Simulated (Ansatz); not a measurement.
# HfC: LAPW beside PAW, part 2 of 2

The same cell of HfC is computed with full-potential LAPW, PAW with frozen cores and all-electron PAW on datasets made for the crystal, to set the results side by side.

Ansatz 0.2.0; DFT LDA; a database cell (COD). «Crystal datasets» are all-electron PAW datasets made for this crystal. Earlier steps stand in the parts before.

## (3) PAW with frozen cores

input.yaml reads:

```yaml
crystal:
  lattice:
    - [0.0, 2.325, 2.325]
    - [2.325, 0.0, 2.325]
    - [2.325, 2.325, 0.0]
  atoms:
    - { symbol: Hf, position: [0.5, 0.5, 0.5] }
    - { symbol: C, position: [0.0, 0.0, 0.0] }
kpoints:
  mp_grid: { grid: [12, 12, 12] }
  band_path:
    path:
      - [0.0, 0.0, 0.0]
      - [0.5, 0.0, 0.5]
      - [0.625, 0.25, 0.625]
      - [0.375, 0.375, 0.75]
      - [0.0, 0.0, 0.0]
      - [0.5, 0.5, 0.5]
      - [0.5, 0.25, 0.75]
      - [0.5, 0.0, 0.5]
    npoints: 14
scf:
  occupations: { method: fermi_dirac, width: 0.05 }
hamiltonian:
  xc: lda
  pseudopotentials: { kind: paw }
output:
  forces: true
  stress: true
  eigenvalues: true
  efg: { contact_densities: true }
  populations: true
  bader: true
  dos: { projected: true, de: 0.2, e_range: [-14, 8] }
  write_density: true
  write_potential: true
  elf: true
  volumetric_format: npy
```

On the command line:

```
ansatz run input.yaml --threads 1 --pin off --max-ram 3072MiB --backend cpu --events-out ev --progress --plain --runs-dir out
```

The log of the run:

```text
Hf: output.efg is read without spin–orbit coupling, which moves field gradients at and beside such atoms by some per cent and up to a factor of two; PAW files take it under magnetization.noncollinear and magnetization.spin_orbit
Engine: ansatz 0.2.0
Pseudopotentials: kind: paw
Pseudopotential: Hf, paw, valence charge 26, recommended cutoff 420 eV (normal)
Pseudopotential: C, paw, valence charge 4, recommended cutoff 420 eV (normal)
Functional definition: SPW92
  exchange = slater_x
  correlation = pw_c
Crystal: 2 atoms, lattice volume = 25.136 Å³
Basis set: ecut = 420 eV, 531 PW (Γ)
Bands: 19, of which v1, the nominal top of the filled ones, is band 15 counted from 1 (14 counted from 0)
Symmetry: 48 space group operations
Space group: Fm-3m (ITA 225), of the structure as read, at distance tolerance 2.9e-5 Å
k-points: 72 of 1728
Non-local potential: Hf, projectors of the file, l = 0: 3, l = 1: 2, l = 2: 2, l = 3: 3
Non-local potential: C, projectors of the file, l = 0: 2, l = 1: 2, l = 2: 1
PAW form: soft (Blöchl's): semilocal exchange-correlation on the pseudo side does not see the compensation charge
PAW frozen core: Hf, regenerated for the run's functional, and the local potential with it (the file was generated under x = pbe(κ = 0.804, μ = 0.2195149727645171), c = pbe(β = 0.06672455060314922))
PAW frozen core: C, regenerated for the run's functional, and the local potential with it (the file was generated under x = pbe(κ = 0.804, μ = 0.2195149727645171), c = pbe(β = 0.06672455060314922))
PAW one-centre angular grid: Hf, 590 points (default); XC on 64 Gauss nodes
PAW one-centre angular grid: C, 110 points (default); XC on 64 Gauss nodes
Initial density: superposition of atomic densities (neutral atoms: chi_scale 0, normalization atom), corrected by the library's trained network
Initial wavefunctions: pseudopotential atomic-orbital guess
Functional: x = slater, c = lda
SCF iter   1: F=—  HF=-15721.836126 eV  |F-HF|=—  |Δ(HF+E_count)|=         —  Δρ=8.14e-3  dr2=2.01e-2  ethr=1.77e-3  ⟨swp⟩=5.1  Hψ=5678  notcnv=0
preconditioner: auto → Kerker (q_TF=auto, 2.810 Å⁻¹)  [metal: Δε(μ)=0.091 eV  Ē_g=18.112 eV  σ=0.050 eV  W_gap=0.43  n_scr=14 (ndim 8)  ℏωp=39.2 eV  f_vac=0.000  D(μ)=0.31/eV (n_scr^D=0)]
SCF iter   2: F=—  HF=-15721.831761 eV  |F-HF|=—  |Δ(HF+E_count)|=   4.37e-3  Δρ=3.59e-3  dr2=2.34e-3  ethr=6.70e-5  ⟨swp⟩=2.0  Hψ=2233  notcnv=0
preconditioner: auto → none  [insulator: Δε(μ)=0.112 eV  Ē_g=18.073 eV  σ=0.050 eV  W_gap=0.51  n_scr=14 (ndim 8)  ℏωp=39.2 eV  f_vac=0.000  D(μ)=0.29/eV (n_scr^D=0)  ε∞_Penn≈5.7]
SCF iter   3: F=—  HF=-15721.831332 eV  |F-HF|=—  |Δ(HF+E_count)|=   4.29e-4  Δρ=1.18e-3  dr2=2.37e-4  ethr=7.79e-6  ⟨swp⟩=2.0  Hψ=2114  notcnv=0
SCF iter   4: F=—  HF=-15721.831125 eV  |F-HF|=—  |Δ(HF+E_count)|=   2.07e-4  Δρ=5.21e-4  dr2=2.56e-5  ethr=7.89e-7  ⟨swp⟩=2.1  Hψ=2461  notcnv=0
SCF iter   5: F=—  HF=-15721.831128 eV  |F-HF|=—  |Δ(HF+E_count)|=   3.02e-6  Δρ=4.98e-5  dr2=4.07e-7  ethr=8.52e-8  ⟨swp⟩=2.1  Hψ=2366  notcnv=0
SCF iter   6: F=—  HF=-15721.831128 eV  |F-HF|=—  |Δ(HF+E_count)|=   2.80e-8  Δρ=1.21e-5  dr2=2.38e-8  ethr=3.33e-10  ⟨swp⟩=11.6  Hψ=13226  notcnv=0
SCF iter   7: F=-15721.831128 eV  HF=-15721.831128 eV  |F-HF|=5.06e-9  |Δ(HF+E_count)|=   6.81e-8  Δρ=9.94e-7  dr2=1.60e-10  ethr=7.95e-11  ⟨swp⟩=8.6  Hψ=8811  notcnv=0
SCF 1 converged in 7 iterations: F = -15721.831128 eV  dr2 = 1.60e-10
NSCF: frozen V_eff on 99 k-points
SCF converged after 7 iterations
Free energy (F): -15721.831128 eV
Harris-Foulkes:  -15721.831128 eV  (|F-HF|=5.06e-9)
Internal energy: -15721.828721 eV  (E = F + TS)
E sigma→0 (E₀):  -15721.829924 eV
Entropy (-TS):   -0.002407 eV (-1.204 meV/atom)
Fermi energy:    19.809216 eV
--- Per-component energies (eV) ---
  E_band       = 101.489741
  E_kinetic    = 511.398304
  E_local      = -5003.428673  (includes V_loc(G=0)·N_el)
  E_nonlocal   = -1204.533119
  E_hartree    = 2358.668688
  E_xc         = -345.857000
  E_vxc        = -326.738626  (∫ρ·V_xc dr)
  E_paw        = -6777.156532  (= ΣΔE_a)
  E_vpaw       = 1407.455634  (= ΣTr[D̂ρ^β])
  E_aug_tail   = 0.000007  (compensation charges beyond the density's cutoff)
  E_ewald      = -5263.440471
  E_core_change = 2.520075  (= ΣΔE_core)
  E_smearing   = -0.002407  (= −TS)
  E_closure    = 0.000000  (closes the sum)
  Σ components = -15721.831128   (vs F -15721.831128, Δ=0.00e0)
--- Forces (eV/Å), atoms counted from 1 ---
  atom   1  Hf     0.00000000     0.00000000    -0.00000000
  atom   2  C     -0.00000000     0.00000000     0.00000000
  max |Σ_I F_I| component: 7.32e-29 eV/Å
--- Stress (GPa, compression-positive) ---
      -11.855128      -0.000000      -0.000000
        0.000000     -11.855128       0.000000
        0.000000      -0.000000     -11.855128
  P = ⅓ Tr σ = -11.8551 GPa (-118.551 kbar)
--- PAW observables at the nuclei: V_zz in 10²¹ V/m², potentials from the cell's mean, atoms counted from 1 ---
  atom   1  Hf V_zz =    +0.000000   η = 0.0000   by run symmetry: forbidden
            electrostatic potential = -14184.822454 V   contact ρ = 7500164.668494 e/Å³
  atom   2  C  V_zz =    -0.000000   η = 0.0000   by run symmetry: forbidden
            electrostatic potential = -427.386730 V   contact ρ = 852.691710 e/Å³
--- Band table (eV; the first three rows and the last of 72) ---
  k-point 0: bands = ["-41.3212", "-9.7793", "-9.7793", "-9.7793", "7.5926", "8.6590", "8.6692", "8.6692", "8.6692", "8.7494", "8.7494", "8.7494", "20.8475", "20.8475", "20.8475", "21.0541", "21.0541", "21.0541", "23.0727"]
  k-point 1: bands = ["-41.3185", "-9.8280", "-9.7840", "-9.7840", "7.7625", "8.6616", "8.6732", "8.6732", "8.6742", "8.7456", "8.7456", "8.7495", "19.7082", "20.0296", "20.0296", "21.3910", "21.3910", "21.7821", "23.9096"]
  k-point 2: bands = ["-41.3110", "-9.9585", "-9.7968", "-9.7968", "8.2189", "8.6688", "8.6843", "8.6843", "8.7181", "8.7355", "8.7355", "8.7500", "18.2614", "18.9505", "18.9505", "21.9243", "21.9243", "22.2761", "25.4899"]
  k-point 71: bands = ["-41.2669", "-10.1988", "-10.1988", "-10.0260", "8.6624", "8.6923", "8.6974", "8.6974", "8.7175", "8.7246", "8.7246", "10.3505", "16.7924", "17.0796", "17.0796", "23.3846", "23.3846", "26.3798", "26.7287"]
--- Löwdin populations: 2 sites ---
  site symbol       q [e]
     0     Hf     25.2804
     1      C      4.6819
  spilling = 0.001258 (of n_electrons = 30.000000)
--- Bader charges: 2 sites ---
  site symbol  charge [e]  shift [e]
     0     Hf      1.8715     0.0003
     1      C     -1.8715     0.0003
  estimated error of the sums over rays = 8.0e-4 e
```

Run time: 11 s. Hardware: 1 thread of Intel Xeon 6975P-C (Granite Rapids), shared host; peak memory 0.46 GiB.

Read from it: pressure -11.86 GPa; no gap.

```
atom  Bader charge (e)  basin volume (Å³)
 Hf1             +1.87              11.75
  C2             -1.87              13.39
```

The fields are shown in the conventional cell of this run's space group, carried over from its grid by interpolation.

Density in a lattice plane of the grid's cell (edges 4.65 and 4.65 Å, at 0.000 of the third edge), which holds Hf and C.

Values in e/Å³, 12 rows by 12 columns:
```
 1.61  1.26  0.60  0.38  1.58  9.73 18.58  9.72  1.58  0.38  0.60  1.26
 0.78  0.60  0.35  0.23  0.40  1.58  2.86  1.58  0.40  0.23  0.35  0.60
 0.50  0.38  0.23  0.18  0.23  0.38  0.50  0.38  0.23  0.18  0.23  0.38
 2.86  1.58  0.40  0.23  0.35  0.60  0.78  0.60  0.35  0.23  0.40  1.58
18.58  9.73  1.58  0.38  0.60  1.26  1.61  1.26  0.60  0.38  1.58  9.72
32.75 18.58  2.86  0.50  0.78  1.61  1.68  1.61  0.78  0.50  2.86 18.58
18.58  9.72  1.58  0.38  0.60  1.26  1.61  1.26  0.60  0.38  1.58  9.73
 2.86  1.58  0.40  0.23  0.35  0.60  0.78  0.60  0.35  0.23  0.40  1.58
 0.50  0.38  0.23  0.18  0.23  0.38  0.50  0.38  0.23  0.18  0.23  0.38
 0.78  0.60  0.35  0.23  0.40  1.58  2.86  1.58  0.40  0.23  0.35  0.60
 1.61  1.26  0.60  0.38  1.58  9.72 18.58  9.73  1.58  0.38  0.60  1.26
 1.68  1.61  0.78  0.50  2.86 18.58 32.75 18.58  2.86  0.50  0.78  1.61
```
Columns run along the first of these edges and rows up along the second, over one cell in 12 and 12 even steps from the bottom left corner. Atoms in the plane (fractional): Hf at (0.00, 0.50), Hf at (0.50, 0.00), C at (0.00, 0.00), C at (0.50, 0.50).

ELF in the same plane.

Ten even steps from ' ' (0.01) to '@' (0.85):
```
..--##@@@@**::::**@@@@@@@@@@@@@@**::::**@@@@##--
**##%%@@%%++::..==##@@@@@@@@@@##==..::++%%@@%%##
@@@@@@%%##++::..::==**##%%##**==::..::++##%%@@@@
********++--::......::--==--::......::--++******
::::::::::::::::::::::::::::::::::::::::::::::::
==--::......::--++**************++--::......::--
%%##**==::..::++##%%@@@@@@@@@@%%##++::..::==**##
@@@@@@##==..::++%%@@%%##**##%%@@%%++::..==##@@@@
@@@@@@@@**::::**@@@@##--..--##@@@@**::::**@@@@@@
%%@@@@@@##--::**@@%%++..  ..++%%@@**::--##@@@@@@
@@@@@@@@**::::**@@@@##--..--##@@@@**::::**@@@@@@
@@@@@@##==..::++%%@@%%##**##%%@@%%++::..==##@@@@
%%##**==::..::++##%%@@@@@@@@@@%%##++::..::==**##
==--::......::--++**************++--::......::--
::::::::::::::::::::::::::::::::::::::::::::::::
********++--::......::--==--::......::--++******
@@@@@@%%##++::..::==**##%%##**==::..::++##%%@@@@
**##%%@@%%++::..==##@@@@@@@@@@##==..::++%%@@%%##
..--##@@@@**::::**@@@@@@@@@@@@@@**::::**@@@@##--
  ..++%%@@**::--##@@@@@@%%@@@@@@##--::**@@%%++..
```
Columns run along the first of these edges and rows up along the second, over one cell in 24 and 20 even steps from the bottom left corner. Atoms in the plane (fractional): Hf at (0.00, 0.50), Hf at (0.50, 0.00), C at (0.00, 0.00), C at (0.50, 0.50).

Both are smooth fields of the valence electrons: close to the nuclei they are not physical.

The highest ELF values outside the cores: 0.80 in the shell around C, 0.8 Å from C.

## (4) All-electron PAW on datasets made for the crystal

input.yaml, as its differences from that of step 3:

```diff
@@ -20,3 +20,3 @@
       - [0.5, 0.0, 0.5]
-    npoints: 14
+    npoints: 8
 scf:
@@ -25,3 +25,3 @@
   xc: lda
-  pseudopotentials: { kind: paw }
+  pseudopotentials: { kind: all_electron, datasets: crystal }
 output:
@@ -31,8 +31 @@
   efg: { contact_densities: true }
-  populations: true
-  bader: true
-  dos: { projected: true, de: 0.2, e_range: [-14, 8] }
-  write_density: true
-  write_potential: true
-  elf: true
-  volumetric_format: npy
```

On the command line:

```
ansatz run input.yaml --threads 1 --pin off --max-ram 3072MiB --backend cpu --events-out ev --progress --plain --runs-dir out
```

The log of the run, shortened:

```text
[...]
Hf: output.efg is read without spin–orbit coupling, which moves field gradients at and beside such atoms by some per cent and up to a factor of two; PAW files take it under magnetization.noncollinear and magnetization.spin_orbit
[...]
[... 1 set-up line as earlier in the session ...]
Pseudopotential: Hf, paw, valence charge 26, recommended cutoff 400 eV (normal), Koelling and Harmon's equation, gaussian nucleus
Pseudopotential: C, paw, valence charge 4, recommended cutoff 400 eV (normal), Koelling and Harmon's equation, gaussian nucleus
[... 1 set-up line as earlier in the session ...]
[...]
Crystal: 2 atoms, lattice volume = 25.136 Å³
Basis set: ecut = 400 eV, 459 PW (Γ)
Bands: 19, of which v1, the nominal top of the filled ones, is band 15 counted from 1 (14 counted from 0)
[... 2 set-up lines as earlier in the session ...]
[...]
  atom   1  Hf     0.00000000    -0.00000000     0.00000000
  atom   2  C     -0.00000000     0.00000000    -0.00000000
[...]
--- Stress (GPa, compression-positive) ---
      -11.776993       0.000000       0.000000
       -0.000000     -11.776993      -0.000000
       -0.000000       0.000000     -11.776993
  P = ⅓ Tr σ = -11.7770 GPa (-117.770 kbar)
--- PAW observables at the nuclei: V_zz in 10²¹ V/m², potentials from the cell's mean, atoms counted from 1 ---
  atom   1  Hf V_zz =    -0.000000   η = 0.0000   by run symmetry: forbidden
            electrostatic potential = -14178.908059 V   contact ρ = 7496512.421418 e/Å³
  atom   2  C  V_zz =    +0.000000   η = 0.0000   by run symmetry: forbidden
            electrostatic potential = -425.359440 V   contact ρ = 852.839664 e/Å³
--- Band table (eV; the first three rows and the last of 72) ---
  k-point 0: bands = ["-40.9590", "-9.4186", "-9.4186", "-9.4186", "7.9495", "9.0223", "9.0311", "9.0311", "9.0311", "9.1120", "9.1120", "9.1120", "21.2087", "21.2087", "21.2087", "21.4086", "21.4086"]
[...]
```

Wall time 14 s (1 thread of Intel Xeon 6975P-C (Granite Rapids), shared host); peak memory 0.55 GiB.

Read from it: pressure -11.78 GPa; no gap.

```csv
atom,contact density (e/Å³)
Hf1,7496512
C2,852.8397
```

## (5) The methods compared

```
          method  pressure (GPa)  SCF cycles, all passes
            LAPW          -11.78                       8
             PAW          -11.86                       7
crystal datasets          -11.78                      11
```

## (6) Summary of results

The summary covers parts 1 to 2.

| quantity | value |
| --- | --- |
| pressure | LAPW -11.78, PAW -11.86, crystal datasets -11.78 GPa |
| gap (LAPW) | none |
| Bader charges (PAW) | Hf1 +1.87, C2 -1.87 e |
| highest ELF (PAW) | 0.80, 0.80 Å from C |

What this shows: At this geometry the cell is under tension of 11.8 GPa, so it would shrink if let go. Bands cross the Fermi level: the crystal is a metal at this level. Within 0.3 eV of the Fermi level the largest projected share is C 2p (65 %). The projection holds only the free atom's occupied shells (Hf 6s, Hf 5p, Hf 5d, C 2s, C 2p in this range). PAW lies -0.08 GPa from LAPW in pressure. The price, with the outputs that each input asks for: 19 s for LAPW against 11 s for PAW, about 1.8 to one. Spin-orbit coupling is left out, though the cell holds Hf; in elements this heavy it can shift bands and gaps by tenths of an eV.
